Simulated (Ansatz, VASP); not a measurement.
**One calculation of MgH2, two programs**

```
Mg H
1.0
    -1.61056    1.61316    2.27950
     1.61056   -1.61316    2.27950
     1.61056    1.61316   -2.27950
Mg H
1 2
Direct
  0.50000 0.50000 0.00000
  0.24992 0.74992 0.50000
  0.75008 0.25008 0.50000
```

Alike in both runs: functional PBE; k mesh 20 × 20 × 20; occupations gaussian, width 0.1 eV; no spin polarisation.

Ansatz relaxed the structure, and its values are those at the end. VASP's run is a single point on that final structure, the one shown.

```csv
,VASP,Ansatz
version,VASP 6.6.1,Ansatz 0.2.0
potentials or method,"VASP PAW PBE potentials, release 64 (Mg, H)","scalar-relativistic, plane waves, PAW"
plane-wave cutoff (eV),520,420
valence electrons in the cell,4,12
```

```tsv
	VASP	Ansatz	Ansatz less VASP
gap on the k mesh at the Fermi level (eV)	none	none	-
pressure (GPa)	9.0	9.5	+0.43
```

A gap of «none» marks a metal or a gap that the smearing closes. The two sets of potentials don't hold the same shells in valence.
